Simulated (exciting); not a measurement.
# Sn (P-1) in exciting: reference runs

Reference runs on Sn: the cell as given.

Program: exciting (release sodium). These are calculated values, not measurements. Logs are shortened: lines on timing, memory, paths and dates and some standing lists are left out, and cuts for length are marked.

## 1. The structure

The typed cell holds 1 atom: a = 3.234 Å, b = 3.520 Å, c = 3.421 Å, α = 119.67°, β = 114.67°, γ = 94.75°.

This isn't the form of Sn at room conditions, which is tetragonal (white tin).

## 2. Single point, PBEsol

The input, input.xml:

```xml
<input>
  <title>Sn</title>
  <structure speciespath="./" tshift="false">
    <crystal scale="1">
      <basevect>-3.149114844073 3.227250635162 4.124898304436</basevect>
      <basevect>3.389926366895 -3.512855829199 4.519569381907</basevect>
      <basevect>3.200654421814 3.562972821113 -4.341763709135</basevect>
    </crystal>
    <species speciesfile="Sn.xml" rmt="2.3">
      <atom coord="0.000000000000 0.000000000000 0.000000000000"/>
    </species>
  </structure>
  <groundstate do="fromscratch" ngridk="10 9 10" rgkmax="9" gmaxvr="14" lmaxapw="10" lmaxmat="10" lmaxvr="8" xctype="GGA_PBE_SOL" stype="Fermi Dirac" swidth="0.00183747" nempty="8" ValenceRelativity="iora*" epsengy="1e-05" epspot="1e-05" maxscl="60" tforce="true" outputlevel="normal"/>
  <properties>
    <chargedensityplot>
      <plot3d>
        <box grid="17 18 18">
          <origin coord="0 0 0"/>
          <point coord="1 0 0"/>
          <point coord="0 1 0"/>
          <point coord="0 0 1"/>
        </box>
      </plot3d>
    </chargedensityplot>
    <elfplot>
      <plot3d>
        <box grid="17 18 18">
          <origin coord="0 0 0"/>
          <point coord="1 0 0"/>
          <point coord="0 1 0"/>
          <point coord="0 0 1"/>
        </box>
      </plot3d>
    </elfplot>
    <exccplot>
      <plot3d>
        <box grid="17 18 18">
          <origin coord="0 0 0"/>
          <point coord="1 0 0"/>
          <point coord="0 1 0"/>
          <point coord="0 0 1"/>
        </box>
      </plot3d>
    </exccplot>
  </properties>
</input>
```

Potentials or basis: all-electron LAPW+lo, shipped species files, valence relativity iora*.

Command:

```console
$ OMP_NUM_THREADS=1 exciting_smp
```

INFO.OUT:

```text
================================================================================
EXCITING SODIUM started
[... 10 lines left out ...]

 Lattice vectors (cartesian) :
     -3.1491148441      3.2272506352      4.1248983044
      3.3899263669     -3.5128558292      4.5195693819
      3.2006544218      3.5629728211     -4.3417637091

 Reciprocal lattice vectors (cartesian) :
     -0.0276992117      0.9497791871      0.7589961237
      0.9343211472      0.0153070254      0.7013227413
      0.9462681744      0.9182728469      0.0039784074

 Unit cell volume                           :     193.0632624164
 Brillouin zone volume                      :       1.2848131247

 Species :    1 (Sn)
     parameters loaded from                 :    Sn.xml
     name                                   :    tin
     nuclear charge                         :     -50.00000000
     electronic charge                      :      50.00000000
     atomic mass                            :  216395.09200000
     muffin-tin radius                      :       2.30000000
     # of radial points in muffin-tin       :     400

     atomic positions (lattice) :
       1 :   0.00000000  0.00000000  0.00000000

 Total number of atoms per unit cell        :       1

 Spin treatment                             :    spin-unpolarised

 Number of Bravais lattice symmetries       :       2
 Number of crystal symmetries               :       2

 k-point grid                               :      10    9   10
 Total number of k-points                   :     452
 k-point set is reduced with crystal symmetries

 R^MT_min * |G+k|_max (rgkmax)              :       9.00000000
 Species with R^MT_min                      :       1 (Sn)
 Maximum |G+k| for APW functions            :       3.91304348
 Maximum |G| for potential and density      :      14.00000000

 G-vector grid sizes                        :      30    30    30
 Total number of G-vectors                  :    8953

 Maximum angular momentum used for
     APW functions                          :      10
     computing H and O matrix elements      :      10
     potential and density                  :       8
     inner part of muffin-tin               :       2

 Total nuclear charge                       :     -50.00000000
 Total electronic charge                    :      50.00000000
 Total core charge                          :      30.00000000
 Total valence charge                       :      20.00000000

 Number of empty states                     :       8
 Total number of valence states             :      19

 Maximum Hamiltonian size                   :     220
 Maximum number of plane-waves              :     203
 Total number of local-orbitals             :      17

 Exchange-correlation type                  :      22
[... 23 lines left out ...]
+ SCF iteration number :    1                                                  +
++++++++++++++++++++++++++++++++++++++++++++++++++++++++++++++++++++++++++++++++
 Total energy                               :     -6173.80594679
 _______________________________________________________________
 Fermi energy                               :         0.24587543
 Kinetic energy                             :      6503.28799965
 Coulomb energy                             :    -12514.57973719
 Exchange energy                            :      -159.46634522
 Correlation energy                         :        -3.04786403

 DOS at Fermi energy (states/Ha/cell)       :        15.85228061

 Electron charges :
     core                                   :        30.00000000
     core leakage                           :         0.00040213
     valence                                :        20.00000000
     interstitial                           :         2.69411400
     charge in muffin-tin spheres :
                  atom     1    Sn          :        47.30588600
     total charge in muffin-tins            :        47.30588600
     total charge                           :        50.00000000

++++++++++++++++++++++++++++++++++++++++++++++++++++++++++++++++++++++++++++++++
+ SCF iteration number :    2                                                  +
++++++++++++++++++++++++++++++++++++++++++++++++++++++++++++++++++++++++++++++++
 Total energy                               :     -6175.04124941
 _______________________________________________________________
 Fermi energy                               :         0.24350038
 Kinetic energy                             :      6502.54385671
 Coulomb energy                             :    -12515.04681346
 Exchange energy                            :      -159.49017218
 Correlation energy                         :        -3.04812048

 DOS at Fermi energy (states/Ha/cell)       :        15.90146821

 Electron charges :
     core                                   :        30.00000000
     core leakage                           :         0.00039914
     valence                                :        20.00000000
     interstitial                           :         2.68530691
     charge in muffin-tin spheres :
                  atom     1    Sn          :        47.31469309
     total charge in muffin-tins            :        47.31469309
     total charge                           :        50.00000000

 RMS change in effective potential (target) :  0.265121E-01  ( 0.100000E-04)
 Absolute change in total energy   (target) :   1.23530      ( 0.100000E-04)
 Charge distance                   (target) :  0.533039E-03  ( 0.100000E-04)
 Abs. change in max-nonIBS-force   (target) :   0.00000      ( 0.500000E-04)

++++++++++++++++++++++++++++++++++++++++++++++++++++++++++++++++++++++++++++++++
+ SCF iteration number :    3                                                  +
++++++++++++++++++++++++++++++++++++++++++++++++++++++++++++++++++++++++++++++++
 Total energy                               :     -6175.70015592
 _______________________________________________________________
 Fermi energy                               :         0.24168739
 Kinetic energy                             :      6502.11020302
 Coulomb energy                             :    -12515.26012370
 Exchange energy                            :      -159.50198913
 Correlation energy                         :        -3.04824611

 DOS at Fermi energy (states/Ha/cell)       :        15.92467659

 Electron charges :
     core                                   :        30.00000000
     core leakage                           :         0.00039755
     valence                                :        20.00000000
     interstitial                           :         2.68003106
     charge in muffin-tin spheres :
                  atom     1    Sn          :        47.31996894
     total charge in muffin-tins            :        47.31996894
     total charge                           :        50.00000000
[... 213 lines left out ...]
 DOS at Fermi energy (states/Ha/cell)       :        15.94320263

 Electron charges :
     core                                   :        30.00000000
     core leakage                           :         0.00039606
     valence                                :        20.00000000
     interstitial                           :         2.67323319
     charge in muffin-tin spheres :
                  atom     1    Sn          :        47.32676681
     total charge in muffin-tins            :        47.32676681
     total charge                           :        50.00000000

 RMS change in effective potential (target) :  0.542237E-08  ( 0.100000E-04)
 Absolute change in total energy   (target) :  0.747362E-06  ( 0.100000E-04)
 Charge distance                   (target) :  0.372466E-08  ( 0.100000E-04)
 Abs. change in max-nonIBS-force   (target) :   0.00000      ( 0.500000E-04)

++++++++++++++++++++++++++++++++++++++++++++++++++++++++++++++++++++++++++++++++
+ SCF iteration number :   12                                                  +
++++++++++++++++++++++++++++++++++++++++++++++++++++++++++++++++++++++++++++++++
 Total energy                               :     -6176.34721300
 _______________________________________________________________
 Fermi energy                               :         0.23730008
 Kinetic energy                             :      6501.56290722
 Coulomb energy                             :    -12515.35180242
 Exchange energy                            :      -159.51000409
 Correlation energy                         :        -3.04831370

 DOS at Fermi energy (states/Ha/cell)       :        15.94320258

 Electron charges :
     core                                   :        30.00000000
     core leakage                           :         0.00039606
     valence                                :        20.00000000
     interstitial                           :         2.67323319
     charge in muffin-tin spheres :
                  atom     1    Sn          :        47.32676681
     total charge in muffin-tins            :        47.32676681
     total charge                           :        50.00000000

 RMS change in effective potential (target) :  0.305863E-09  ( 0.100000E-04)
 Absolute change in total energy   (target) :  0.444225E-06  ( 0.100000E-04)
 Charge distance                   (target) :  0.354319E-09  ( 0.100000E-04)
 Abs. change in max-nonIBS-force   (target) :   0.00000      ( 0.500000E-04)

++++++++++++++++++++++++++++++++++++++++++++++++++++++++++++++++++++++++++++++++
| Convergency criteria checked for the last 2 iterations                       +
| Convergence targets achieved. Performing final SCF iteration                 +
++++++++++++++++++++++++++++++++++++++++++++++++++++++++++++++++++++++++++++++++
 Total energy                               :     -6176.34721290
 _______________________________________________________________
 Fermi energy                               :         0.23730008
 Kinetic energy                             :      6501.56290725
 Coulomb energy                             :    -12515.35180236
 Exchange energy                            :      -159.51000409
 Correlation energy                         :        -3.04831370

 DOS at Fermi energy (states/Ha/cell)       :        15.94320260

 Electron charges :
     core                                   :        30.00000000
     core leakage                           :         0.00039606
     valence                                :        20.00000000
     interstitial                           :         2.67323319
     charge in muffin-tin spheres :
                  atom     1    Sn          :        47.32676681
     total charge in muffin-tins            :        47.32676681
     total charge                           :        50.00000000

++++++++++++++++++++++++++++++++++++++++++++++++++++++++++++++++++++++++++++++++
+ Self-consistent loop stopped                                                 +
++++++++++++++++++++++++++++++++++++++++++++++++++++++++++++++++++++++++++++++++
 STATE.OUT is written

--------------------------------------------------------------------------------
- Writing atomic positions and forces                                          -
--------------------------------------------------------------------------------

 Atomic positions (lattice) :
 atom     1  Sn  :     0.00000000    0.00000000    0.00000000

 Total atomic forces including IBS (cartesian) :
 atom     1  Sn  :     0.00000000    0.00000000    0.00000000

 Atomic force components including IBS (cartesian) :
 atom     1  Sn  :     0.00000000    0.00000000    0.00000000   HF force
                 :     0.00000000    0.00000000    0.00000000   core correction
                 :     0.00000000    0.00000000    0.00000000   IBS correction

********************************************************************************
[... 7 lines left out ...]
| EXCITING SODIUM stopped                                                      =
================================================================================
```

Wall time 2.9 min (1 thread of Intel Xeon 6975P-C (Granite Rapids), shared host); peak memory 0.12 GiB.

Results:

```
Free energy                                       : -168066.9743 eV
Band gap on the k mesh                            : none (metal or under the smearing width)
All electrons inside the program's atomic spheres : Sn 47.33 (radii Sn 2.3 bohr)
```

Caveat: the log's total energy holds no entropy term; the free energy is that total less TS from the occupations.
